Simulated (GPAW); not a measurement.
Crystal: LiF (Griceite).

```
F Li
1.0
     2.84823    0.00000    0.00000
     1.42411    2.46664    0.00000
     1.42411    0.82221    2.32557
F Li
1 1
Direct
  0.50000 0.50000 0.50000
  0.00000 0.00000 0.00000
```

Base run:

- Program: GPAW 26.7.0
- Functional: GLLB-SC
- Potentials or basis: the program's PAW data sets (release 1.2.1) made for this functional
- Cutoff: 800 eV
- Basis: pw
- k mesh: 11 × 11 × 11
- Occupations: fermi-dirac, width 0.05 eV
- Spin: no spin polarisation

Its results: band gap on the k mesh with the derivative discontinuity 14.86 eV.

Problem. The run is repeated on the same cell with these changes: functional from GLLB-SC to PBEsol; potentials or basis from the program's PAW data sets (release 1.2.1) made for this functional to PAW data sets generated in the run's folder for this functional. What comes out?

Solution. Band gap on the k mesh 8.88 eV, direct.

Caveats: the GLLB-SC gap is the Kohn-Sham gap of the path plus the derivative discontinuity (some runs); a model potential gives levels but no total energy (some runs); an odd mesh through Γ misses points on the zone boundary, where band edges often lie (some runs).

Not every run made on this cell is shown here.
